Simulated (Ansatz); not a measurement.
An Ansatz (a first-principles code) input (r2SCAN (Ansatz, PAW, no spin-orbit coupling)):

Ansatz 0.2 input:
```yaml
crystal:
  lattice:
    - [2.0935050784, 1.2086857206, 3.6867964865]
    - [-2.0935050784, 1.2086857206, 3.6867964865]
    - [0, -2.4173714411, 3.6867964865]
  atoms:
    - { symbol: Ge, position: [0.2318427487, 0.2318427487, 0.2318427487] }
    - { symbol: Te, position: [0.7681572513, 0.7681572513, 0.7681572513] }
basis: { ecutwfc: 500, ecutrho_ratio: 4, xc_grid: 4, fft_grid_basis: typed }
kpoints: { mp_grid: { grid: [10, 10, 10] } }
hamiltonian:
  xc: r2scan
  dispersion: none
  pseudopotentials: { kind: paw }
scf: { occupations: { method: fermi_dirac, width: 0.05 } }
relax: { f_tol: 0.005, max_steps: 50, cell: { stress_tol: 0.01, sigma_target: [0, 0, -0.5, 0, 0, 0] } }
output: { forces: true, stress: true }
checkpoint: { write: state.ck, write_every: 1000 }
```

Task: Which symmetry and how many k-points will the program report, and about how many plane waves at Γ?

Result: Space group R3m (ITA 160) with 6 operations, k-points 116 of 1000, and 1411 plane waves at Γ.

Load acts through the strain it causes; cell and atoms are relaxed under it. sigma_target is in GPa, compression positive, in the order xx, yy, zz, yz, xz, xy. Beyond what the load breaks, stability against distortions was not tested. The cell was made from GeTe (space group R3m, No. 160; layered) by this change: uniaxial stress, 0.5 GPa tension along z. No dispersion term is included, though the crystal is made of layers, chains or molecules, so its spacings can come out too wide.
